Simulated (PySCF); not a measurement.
Molecule: `CCOCC`, C4H10O.

Geometry:
| atom | x (Å) | y (Å) | z (Å) |
| --- | --- | --- | --- |
| C1 | -2.054 | 1.239 | 0.214 |
| C2 | -0.550 | 1.115 | 0.198 |
| O3 | -0.203 | -0.217 | -0.041 |
| C4 | 1.176 | -0.444 | -0.076 |
| C5 | 1.428 | -1.910 | -0.336 |
| H6 | -2.358 | 2.280 | 0.399 |
| H7 | -2.484 | 0.603 | 1.002 |
| H8 | -2.476 | 0.917 | -0.750 |
| H9 | -0.123 | 1.459 | 1.164 |
| H10 | -0.116 | 1.774 | -0.585 |
| H11 | 1.650 | 0.176 | -0.866 |
| H12 | 1.642 | -0.135 | 0.884 |
| H13 | 0.978 | -2.524 | 0.459 |
| H14 | 2.507 | -2.120 | -0.372 |
| H15 | 0.981 | -2.212 | -1.294 |

Spin–spin couplings on one PBE0-D3(BJ)/def2-SVP geometry, PySCF 2.14.0 with density-fitted response routines, gas phase, non-relativistic, equivalent pairs averaged (without the spin–dipole term); isotopes 1H; basis pcJ-1.

Reference values (Hz): 3J(H11,H13) = 7.0 (measured; UCL NMR lecture notes, Spin-Spin Coupling (L3_3_97)).

Task: How do the couplings (Hz) change with the functional? Times are CPU seconds on shared hosts with different chips, so compare them loosely.

Result: 
| functional | functions | 3J(H11,H13) | abs. error | core-s |
| --- | --- | --- | --- | --- |
| HF | 235 | 9.7 | 2.7 | 22 |
| LDA | 235 | 6.0 | 1.0 | 20 |
| PBE | 235 | 7.2 | 0.2 | 24 |
| KT2 | 235 | 9.0 | 2.0 | 26 |
| B3LYP | 235 | 7.8 | 0.8 | 43 |
| PBE0 | 235 | 7.4 | 0.4 | 26 |
| B97-2 | 235 | 6.9 | 0.1 | 27 |
| BHandHLYP | 235 | 8.4 | 1.4 | 32 |
| CAM-B3LYP | 235 | 7.8 | 0.8 | 42 |

Errors compare magnitudes, without vibrational corrections. Closest: B97-2 and PBE, practically level; furthest: HF.
